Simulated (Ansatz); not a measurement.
## CuO under changes of volume

One of the cells (10.729 Å³/atom); the others are scaled copies at fixed shape and fractional positions:

```
Cu O
1.0
     2.87950    0.00000    0.00000
     0.03907    2.87928    0.00000
     0.01750    0.01724    5.17634
Cu O
2 2
Direct
  0.00000 0.50000 0.00000
  0.50000 0.00000 0.50000
  0.99842 0.00167 0.74989
  0.00158 0.99833 0.25011
```

The cell comes from a database or a generator and needn't be the stable form of this composition.

| Property | Result |
| --- | --- |
| Program | Ansatz 0.2.0 |
| Functional | r2SCAN |
| Potentials or basis | Ansatz PAW |
| Cutoff | 500 eV (not typed: the program's choice for these potentials) |
| k mesh | 9 × 9 × 5 |
| Occupations | fermi-dirac, width 0.05 eV |
| Spin | no spin polarisation |

```tsv
volume (Å³/atom)	energy over the lowest point (meV/atom)	pressure (GPa)	largest force (eV/Å)
10.085	?	?	?
10.300	8.03	7.0	0.012
10.515	1.43	2.9	0.012
10.729	0.00	-0.7	0.012
10.944	3.19	-4.0	0.012
11.158	10.52	-6.9	0.013
11.373	21.53	-9.5	0.014
```

Question: What does the run at 10.085 Å³/atom give?

Answer: Energy over the lowest point 20.43 meV/atom; pressure 11.6 GPa; largest force 0.012 eV/Å.

Worked out: A Birch-Murnaghan fit of order 3 (a polynomial in V^(-2/3)) to the other rows has its minimum at 10.68 Å³/atom with B0 = V·E''(V) = 176 GPa and B' = 4.6 at fixed shape and positions, which overstates the stiffness. It gives 20.46 meV/atom at 10.085 Å³/atom, against the run's 20.43, and -dE/dV = 11.6 GPa, against 11.6.

Energies are extrapolated to zero smearing.

Caveats: the run has no spin polarisation, though such a crystal can be magnetic; the PAW data sets come from PBE, with cores solved anew for the run's functional, which leaves a small shift of forces and pressure.
